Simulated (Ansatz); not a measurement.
# CdS: energy and pressure over a range of volumes

The task here is to estimate one member of a computed series from the others.

Method: DFT LDA, scalar-relativistic, in Ansatz 0.2.0.

### The starting structure

It takes space group P6_3mc (No. 186, hexagonal). The conventional cell has a = 4.135 Å, b = 4.135 Å, c = 6.749 Å, α = 90.00°, β = 90.00°, γ = 120.00°. Cd (site symmetry 3m) has 4 S at 2.51 to 2.60 Å as nearest neighbours. Around S (site symmetry 3m) lie 4 Cd at 2.51 to 2.60 Å.

As a file:

```cif
data_structure
_symmetry_space_group_name_H-M 'P6_3mc'
_symmetry_Int_Tables_number 186
_cell_length_a 4.1348
_cell_length_b 4.1348
_cell_length_c 6.7490
_cell_angle_alpha 90.000
_cell_angle_beta 90.000
_cell_angle_gamma 120.000
_cell_volume 99.93
loop_
_atom_site_label
_atom_site_type_symbol
_atom_site_symmetry_multiplicity
_atom_site_Wyckoff_symbol
_atom_site_fract_x
_atom_site_fract_y
_atom_site_fract_z
_atom_site_occupancy
Cd1 Cd 2 b 0.33333 0.66667 0.00000 1
S1 S 2 b 0.33333 0.66667 0.38500 1
```

The file gives the conventional cell by its symmetry; the runs use the cell typed in the input.

Atoms are numbered in the order of the input: Cd1, Cd2, S3, S4.

The first run:

input.yaml

```yaml
crystal:
  lattice:
    - [4.050391862, 0.0, 0.0]
    - [-2.025195931, 3.5077422478, 0.0]
    - [0.0, 0.0, 6.6112266477]
  atoms:
    - { symbol: Cd, position: [0.3333333333, 0.6666666667, 0.0] }
    - { symbol: Cd, position: [0.6666666667, 0.3333333333, 0.5] }
    - { symbol: S, position: [0.3333333333, 0.6666666667, 0.385] }
    - { symbol: S, position: [0.6666666667, 0.3333333333, 0.885] }
kpoints:
  mp_grid: { grid: [8, 8, 4] }
  band_path:
    path:
      - [0.0, 0.0, 0.0]
      - [0.5, 0.0, 0.0]
      - [0.3333333333, 0.3333333333, 0.0]
      - [0.0, 0.0, 0.0]
      - [0.0, 0.0, 0.5]
      - [0.5, 0.0, 0.5]
      - [0.3333333333, 0.3333333333, 0.5]
      - [0.0, 0.0, 0.5]
      - [0.5, 0.0, 0.5]
    npoints: 5
scf:
  occupations: { method: fermi_dirac, width: 0.02 }
hamiltonian:
  xc: lda
  pseudopotentials: { kind: all_electron, lapw: { basis_error: 0.001 } }
output:
  forces: true
  stress: true
  eigenvalues: true
```

Command:

```sh
> ansatz run input.yaml --threads 1 --pin off --max-ram 4096MiB --backend cpu --events-out ev --progress --plain --runs-dir out
```

Among the steps run: Volume × 0.94, LAPW; Volume × 0.94, PAW; Volume × 0.94, crystal datasets; Volume × 0.98, LAPW; Volume × 0.98, PAW; Volume × 0.98, crystal datasets; Volume × 1.01, LAPW; Volume × 1.01, PAW; Volume × 1.01, crystal datasets; Volume × 1.04, LAPW; Volume × 1.04, PAW; Volume × 1.04, crystal datasets.

One of the session's tables, all rows but one given; the rest of the session is left out.

It belongs to the step «Fits». 

| method | volume (Å³/atom) | pressure (GPa) | gap on the k mesh (eV) | largest force (eV/Å) |
| --- | --- | --- | --- | --- |
| LAPW | 23.483 | 1.25 | 1.08 | 0.303 |
| LAPW | 24.482 | -1.54 | 0.99 | 0.257 |
| LAPW | 25.231 | -3.23 | 0.92 | 0.227 |
| LAPW | 25.981 | -4.66 | 0.86 | 0.200 |
| PAW | 23.483 | ? | ? | ? |
| PAW | 24.482 | -1.56 | 0.99 | 0.257 |
| PAW | 25.231 | -3.25 | 0.92 | 0.227 |
| PAW | 25.981 | -4.67 | 0.86 | 0.200 |
| crystal datasets | 23.483 | 1.24 | 1.08 | 0.303 |
| crystal datasets | 24.482 | -1.54 | 0.99 | 0.257 |
| crystal datasets | 25.231 | -3.24 | 0.92 | 0.227 |
| crystal datasets | 25.981 | -4.66 | 0.86 | 0.200 |

Estimate the missing values for PAW, 23.483.

The run gave: pressure (GPa): 1.22; gap on the k mesh (eV): 1.08; largest force (eV/Å): 0.302. In the column «pressure (GPa)» it lies between crystal datasets, 24.482 (-1.54) and crystal datasets, 23.483 (1.24).

Limits of these values: Shape and positions are held, so a fully relaxed modulus can be lower. Warnings in the runs' records: gradients without spin orbit, crystal datasets made.
